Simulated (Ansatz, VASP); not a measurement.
# Cross-check of TiGe between VASP and Ansatz

One calculation is typed for both programs; each brings its own data sets. How far apart do they land? The cell is generated by rule, not measured, and may not be a known phase. The two relaxations start from unlike cells of this crystal (the structure described is Ansatz's start), so only their ends are compared.

Program: Ansatz 0.2.0. Level of theory: plane waves, with VASP 6.6.1 beside it; relaxation of cell and atoms at PBE. Results are calculated unless marked as measured.

The structure was built from a prototype and need not be the compound's stable phase.

## (1) Starting point

Symmetry: I-4, No. 82, tetragonal system. The conventional cell has a = 5.846 Å, b = 5.846 Å, c = 11.692 Å, α = 90.00°, β = 90.00°, γ = 90.00°. Nearest to Ti lie 4 Ge at 2.63 to 2.67 Å. Nearest to Ge lie 4 Ti at 2.63 to 2.66 Å. Nearest to Ge lie 4 Ti at 2.64 to 2.67 Å. Farther neighbours are not listed.

As a file:

```cif
data_structure
_symmetry_space_group_name_H-M 'I-4'
_symmetry_Int_Tables_number 82
_cell_length_a 5.8461
_cell_length_b 5.8461
_cell_length_c 11.6922
_cell_angle_alpha 90.000
_cell_angle_beta 90.000
_cell_angle_gamma 90.000
_cell_volume 399.61
loop_
_atom_site_label
_atom_site_type_symbol
_atom_site_symmetry_multiplicity
_atom_site_Wyckoff_symbol
_atom_site_fract_x
_atom_site_fract_y
_atom_site_fract_z
_atom_site_occupancy
Ti1 Ti 8 g 0.84395 0.75374 0.37500 1
Ge1 Ge 4 f 0.50000 0.00000 0.45261 1
Ge2 Ge 4 e 0.00000 0.00000 0.80132 1
```

## (2) Ansatz: relaxation of cell and atoms, PBE

Ansatz runs on its default PAW (the set named soft_2) files.

The relaxed volume is the usual yardstick between codes: in a stiff, nearly cubic crystal its relative difference is about their pressure difference at one cell divided by the bulk modulus.

The input, input.yaml:

```yaml
crystal:
  lattice:
    - [0.0, 0.0, -5.8461100778]
    - [5.8461100778, 0.0, 0.0]
    - [2.9230550389, -5.8461100778, -2.9230550389]
  atoms:
    - { symbol: Ti, position: [0.5037360395, 0.4060507233, 0.0] }
    - { symbol: Ti, position: [-0.0037360395, 0.0939492767, 0.0] }
    - { symbol: Ti, position: [0.3439492767, 0.7537360395, 0.5] }
    - { symbol: Ti, position: [0.6560507233, 0.2462639605, 0.5] }
    - { symbol: Ge, position: [0.6723909317, 0.6723909317, 0.1552181365] }
    - { symbol: Ge, position: [0.0776090683, 0.0776090683, 0.3447818635] }
    - { symbol: Ge, position: [0.3236838263, 0.8236838263, 0.8526323473] }
    - { symbol: Ge, position: [0.9263161737, 0.4263161737, 0.6473676527] }
kpoints:
  mp_grid: { grid: [6, 6, 6] }
hamiltonian:
  xc: pbe
scf:
  occupations: { method: gaussian, width: 0.01 }
output:
  forces: true
  stress: true
  eigenvalues: true
relax:
  adjacent_minimum: "off"
  f_tol: 0.002
  max_steps: 120
  cell: { stress_tol: 0.03 }
```

On the command line:

```console
> ansatz run input.yaml --threads 4 --pin off --max-ram 7168MiB --backend cpu --events-out ev --progress --plain --runs-dir out
```

Numbers of over 12 decimals in the logs are rounded to 6 here.

What it wrote:

```text
Engine: ansatz 0.2.0, aarch64-unknown-linux-gnu
Pseudopotentials: kind: paw
Pseudopotential: Ti, paw, valence charge 12, recommended cutoff 420 eV (normal), Ti.paw.azcp
Pseudopotential: Ge, paw, valence charge 14, recommended cutoff 420 eV (normal), Ge.paw.azcp
Functional definition: PBE
  parameter kappa = 0.804
  parameter beta = 0.066725
  exchange = pbe_x(kappa = kappa, mu = beta*pi^2/3)
  correlation = pbe_c(beta = beta)
Crystal: 8 atoms, lattice volume = 199.803 Å³
Basis set: ecut = 420 eV, 3907 PW (Γ), exchange–correlation on 80×80×96 points (8 copies of the dense FFT grid, shifted against one another)
Bands: 63, of which v1, the nominal top of the filled ones, is band 52 counted from 1 (51 counted from 0)
Symmetry: 4 space group operations
Space group: I-4 (ITA 82), of the structure as read, at distance tolerance 5.8e-5 Å
k-points: 36 of 216 (time reversal used)
Non-local potential: Ti, projectors of the file, l = 0: 3, l = 1: 2, l = 2: 3, l = 3: 1
Non-local potential: Ge, projectors of the file, l = 0: 2, l = 1: 2, l = 2: 3, l = 3: 1
PAW form: soft (Blöchl's): semilocal exchange-correlation on the pseudo side does not see the compensation charge
PAW one-centre angular grid: Ti, 590 points (default); XC on 64 Gauss nodes
PAW one-centre angular grid: Ge, 590 points (default); XC on 64 Gauss nodes
Initial density: superposition of atomic densities (neutral atoms: chi_scale 0, normalization atom), corrected by the library's trained network
Initial wavefunctions: pseudopotential atomic-orbital guess
Functional: x = pbe(κ = 0.804, μ = 0.219515), c = pbe(β = 0.066725)
SCF iter   1: F=—  HF=-27175.990546 eV  |F-HF|=—  |Δ(HF+E_count)|=         —  Δρ=3.94e-3  dr2=1.86e-2  ethr=1.77e-3  ⟨swp⟩=5.9  Hψ=8800  notcnv=0
preconditioner: auto → Kerker (q_TF=auto, 2.447 Å⁻¹)  [metal: Δε(μ)=0.008 eV  Ē_g=3.902 eV  σ=0.010 eV  W_gap=0.38  n_scr=44 (ndim 8)  ℏωp=14.9 eV  f_vac=0.000  D(μ)=6.94/eV (n_scr^D=60)]
SCF iter   2: F=—  HF=-27175.989431 eV  |F-HF|=—  |Δ(HF+E_count)|=   1.11e-3  Δρ=2.18e-3  dr2=7.25e-3  ethr=1.79e-5  ⟨swp⟩=2.0  Hψ=2870  notcnv=0  defer=172
SCF iter   3: F=—  HF=-27175.989365 eV  |F-HF|=—  |Δ(HF+E_count)|=   6.60e-5  Δρ=5.04e-4  dr2=8.57e-4  ethr=6.98e-6  ⟨swp⟩=2.0  Hψ=2892  notcnv=0  defer=172
SCF iter   4: F=—  HF=-27175.989304 eV  |F-HF|=—  |Δ(HF+E_count)|=   6.11e-5  Δρ=2.49e-4  dr2=2.07e-4  ethr=8.24e-7  ⟨swp⟩=2.0  Hψ=3383  notcnv=0  defer=172
SCF iter   5: F=—  HF=-27175.989229 eV  |F-HF|=—  |Δ(HF+E_count)|=   7.49e-5  Δρ=1.24e-4  dr2=4.14e-5  ethr=1.99e-7  ⟨swp⟩=2.0  Hψ=3379  notcnv=0  defer=172
SCF iter   6: F=—  HF=-27175.989196 eV  |F-HF|=—  |Δ(HF+E_count)|=   3.32e-5  Δρ=3.02e-5  dr2=2.58e-6  ethr=3.98e-8  ⟨swp⟩=2.0  Hψ=2675  notcnv=0  defer=172
SCF iter   7: F=—  HF=-27175.989197 eV  |F-HF|=—  |Δ(HF+E_count)|=   1.03e-6  Δρ=1.29e-5  dr2=3.95e-7  ethr=2.48e-9  ⟨swp⟩=2.0  Hψ=3396  notcnv=0  defer=172
SCF iter   8: F=-27175.989197 eV  HF=-27175.989197 eV  |F-HF|=2.43e-8  |Δ(HF+E_count)|=   1.04e-7  Δρ=5.48e-6  dr2=9.31e-8  ethr=9.62e-11  ⟨swp⟩=8.6  Hψ=8340  notcnv=0
SCF 1 converged in 8 iterations: F = -27175.989197 eV  dr2 = 9.31e-8
  greatest PAW one-centre occupation: 0.999 electrons in one spin orbital (limit 2), on the Ti atom at site 3 (counted from 0), in its partial waves of l = 0
relax step   1: F+E_penalty+E_count = -27175.98919722 eV  Δ(F+E_penalty+E_count) = +0.000e0 eV  max|allowed force component| = 3.883e-1 eV/Å  Δτ_max = 0.0000 Å  P = -7.976 GPa  Ω = 199.803 Å³  (8 SCF iters, dr2 threshold 1.00e-7 eV, accepted)
[...]
relax step  11: F+E_penalty+E_count = -27181.10654851 eV  Δ(F+E_penalty+E_count) = +5.920e-7 eV  max|allowed force component| = 5.844e-5 eV/Å  Δτ_max = 0.0003 Å  P = +0.000 GPa  Ω = 141.681 Å³  energy of the carried Pulay correction = +6.502e-3 eV  (6 SCF iters, dr2 threshold 2.94e-9 eV, accepted)
[...]
relax step  12: F+E_penalty+E_count = -27181.09864767 eV  Δ(F+E_penalty+E_count) = +7.901e-3 eV  max|allowed force component| = 1.311e-4 eV/Å  Δτ_max = 0.0000 Å  P = +0.002 GPa  Ω = 141.681 Å³  stress off target by 1.19e-2 GPa  SCF on the basis re-selected at this cell (its energy is not comparable with the rows above)  (7 SCF iters)
basis re-selected at this cell: Δ(F+E_penalty+E_count) = +7.901e-3 eV, ΔP = +0.002 GPa vs the last step (what re-selecting the basis moved, of the pressure what is left beyond the Pulay correction that the steps carried, after the strain that the cell walked since its last selection, with what the two solves' SCF thresholds leave and, on support functions, any second-order correction that the steps lacked; it is no measure of the basis error at this ecutwfc). The dense FFT grid was sized anew with the basis: this SCF ran on 36×36×48 points, the steps before it on 40×40×48, so part of this shift can come from that change (see relax.cell in the input reference). [rest of the remark cut]
SCF converged after 7 iterations
Free energy (F): -27181.098648 eV
Harris-Foulkes:  -27181.098648 eV  (|F-HF|=7.28e-12)
Internal energy: -27181.097945 eV  (E = F + TS)
E sigma→0 (E₀):  -27181.098296 eV
Entropy (-TS):   -0.000702 eV (-0.088 meV/atom)
Fermi energy:    12.069970 eV
--- Per-component energies (eV) ---
  E_band       = -1053.303007
  E_kinetic    = 1543.158368
  E_local      = -12126.975807  (includes V_loc(G=0)·N_el)
  E_nonlocal   = 1708.456217
  E_hartree    = 5255.298048
  E_xc         = -695.430845
  E_vxc        = -750.831108  (∫ρ·V_xc dr)
  E_paw        = -12271.551327  (= ΣΔE_a)
  E_vpaw       = -1937.708446  (= ΣTr[D̂ρ^β])
  E_aug_tail   = 0.001776  (compensation charges beyond the density's cutoff)
  E_ewald      = -10594.054375
  E_smearing   = -0.000702  (= −TS)
  E_closure    = 0.000000  (closes the sum)
  Σ components = -27181.098648   (vs F -27181.098648, Δ=0.00e0)
--- Forces (eV/Å), atoms counted from 1 ---
  atom   1  Ti    -0.00002598    -0.00000044    -0.00005820
  atom   2  Ti     0.00002598    -0.00000044     0.00005820
  atom   3  Ti     0.00005820     0.00000044    -0.00002598
  atom   4  Ti    -0.00005820     0.00000044     0.00002598
  atom   5  Ge    -0.00000000     0.00013109     0.00000000
  atom   6  Ge     0.00000000    -0.00013109     0.00000000
  atom   7  Ge     0.00000000    -0.00008807    -0.00000000
  atom   8  Ge     0.00000000     0.00008807    -0.00000000
  max |Σ_I F_I| component: 4.34e-18 eV/Å
--- Stress (GPa, compression-positive) ---
       -0.002913      -0.000000       0.000000
       -0.000000       0.011914      -0.000000
       -0.000000      -0.000000      -0.002913
  P = ⅓ Tr σ = 0.0020 GPa (0.020 kbar)
--- Band table (eV; the first three rows and the last of 36) ---
  k-point 0: bands = [... 48 lower, 9.9586, 10.6387, 11.0787, 11.2397, 12.2166, 12.2166, 12.9502, 14.4777, ... 7 higher]
  k-point 1: bands = [... 48 lower, 10.1337, 10.7203, 11.0517, 11.2545, 12.0625, 12.0625, 13.0219, 14.1544, ... 7 higher]
  k-point 2: bands = [... 48 lower, 10.6199, 10.7851, 10.9291, 11.2955, 11.7417, 11.7417, 13.2310, 13.7210, ... 7 higher]
  k-point 35: bands = [... 48 lower, 12.1851, 12.1851, 12.5390, 12.5390, 12.7158, 12.7158, 13.0429, 13.0429, ... 7 higher]
--- Relaxed structure (11 steps of the walk, 11 accepted, 1 SCFs on fresh bases) ---
  F+E_penalty+E_count = -27181.09864767 eV   max|allowed force component| = 1.311e-4 eV/Å   (the final SCF, on the basis selected at the relaxed cell)
  cell:  # Å, volume = 141.6813 Å³
    - [0, 0, -4.914703]
    - [4.914703, 0, 0]
    - [2.457351, -5.865675, -2.457351]
  atoms:
    - { symbol: Ti, position: [0.500000, 0.250002, -1.3097399534404289e-6] }
    - { symbol: Ti, position: [1.7482229247808665e-6, 0.250000, -1.3097399534403503e-6] }
    - { symbol: Ti, position: [0.499998, 0.749998, 0.500001] }
    - { symbol: Ti, position: [0.500000, 0.250000, 0.500001] }
    - { symbol: Ge, position: [0.704948, 0.704948, 0.090103] }
    - { symbol: Ge, position: [0.045052, 0.045052, 0.409897] }
    - { symbol: Ge, position: [0.295050, 0.795050, 0.909900] }
    - { symbol: Ge, position: [0.954950, 0.454950, 0.590100] }
```

In the SCF lines HF is the Harris–Foulkes energy and dr2 the Hartree energy of the density residual, in eV; the loop may stop once dr2 is under the threshold and the program's other checks hold. Hψ counts applications of the Hamiltonian.

(Part 1 of 2 ends here.)

[Lines on the potential files, build, host, timing and source positions are cut from VASP's logs without a mark.]

[Logs are printed without paths, hosts, clocks, repeated set-up lines and the standing remarks that a program may print on its own settings, such as how far it seeks lower states.]

[Hosts, paths, dates, database ids (printed as entryN), source tags and the programs' standing remarks are cut or masked in the printed files.]
